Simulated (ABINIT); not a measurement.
Crystal: HgTe (Coloradoite).

```xyz
2
Lattice="0.0000 3.2145 3.2145 3.2145 0.0000 3.2145 3.2145 3.2145 0.0000" Properties=species:S:1:pos:R:3 pbc="T T T"
Hg    0.0000    0.0000    0.0000
Te    4.8217    4.8217    4.8217
```

Base run:

```yaml
Program: ABINIT 10.8.3 (patched build)
Functional: SCAN
Potentials_or_basis: JTH PAW PBE v2.0
Cutoff: 626 eV
k_mesh: 7 × 7 × 7
Occupations: fermi-dirac, width 0.05 eV
Spin: no spin polarisation
```

Its results: band gap on the k mesh none (metal or under the smearing width); pressure 1.4 GPa.

The run is repeated on the same cell with these changes: functional from SCAN to WC. What comes out?

Band gap on the k mesh none (metal or under the smearing width); pressure 2.2 GPa.

Caveats: the PAW data sets were made with another functional, which shifts forces and pressure a little.
